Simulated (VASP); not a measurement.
AgBr:

```
CELL_PARAMETERS angstrom
0.00000 2.87015 2.87015
2.87015 0.00000 2.87015
2.87015 2.87015 0.00000
ATOMIC_POSITIONS crystal
Ag 0.00000 0.00000 0.00000
Br 0.50000 0.50000 0.50000
```

Base run:

- Program: VASP 6.6.1
- Functional: PBE
- Potentials or basis: VASP PAW PBE potentials, release 64 (Ag, Br)
- Cutoff: 520 eV
- k mesh: 8 × 8 × 8
- Occupations: fermi-dirac, width 0.05 eV
- Spin: no spin polarisation

Its results: band gap on the k mesh 0.67 eV, indirect (least direct gap 2.61 eV); pressure 2.3 GPa.

Q: The run is repeated on the same cell with these changes: functional from PBE to PBEsol. What comes out?

A: Band gap on the k mesh 0.50 eV, indirect (least direct gap 2.45 eV); pressure -1.7 GPa.

PBEsol binds more tightly than PBE, so the same cell stands under less pressure.

Caveats: the PAW data sets were made with another functional, which shifts forces and pressure a little (some runs).

A k mesh can miss the band edges.
